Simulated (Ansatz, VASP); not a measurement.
## CdSe in VASP and in Ansatz

```
Cd Se
1.0
     4.34202    0.00000    0.00000
     2.17101    3.76030    0.00000
     2.17101    1.25343    3.54524
Cd Se
1 1
Direct
  0.00000 0.00000 0.00000
  0.75000 0.75000 0.75000
```

Measurements of this composition are mostly on another form, of space group No. 186.

Alike in both runs: task relaxation of cell and atoms; functional PBEsol; k mesh 6 × 6 × 6; no spin polarisation.

|  | VASP | Ansatz |
| --- | --- | --- |
| version | VASP 6.6.1 | Ansatz 0.2.0 |
| potentials or method | VASP PAW PBE potentials, release 64 (Cd, Se) | plane waves, PAW |
| plane-wave cutoff (eV) | 600 | 470 |
| occupations | gaussian, width 0.01 eV | fixed |
| valence electrons in the cell | 18 | 36 |

Ansatz gave:

```
relaxed volume (Å³/atom)                                     : 28.14
relaxed cell length with the largest relative difference (Å) : 4.302
energy change over the relaxation (meV/atom)                 : -4
```

Q: Which values does VASP return?

A: Relaxed volume (Å³/atom): 28.28; relaxed cell length with the largest relative difference (Å): 4.308; energy change over the relaxation (meV/atom): -2.

The two sets of potentials don't hold the same shells in valence.

Caveats: the PAW data sets were made with another functional, which shifts forces and pressure a little (VASP).
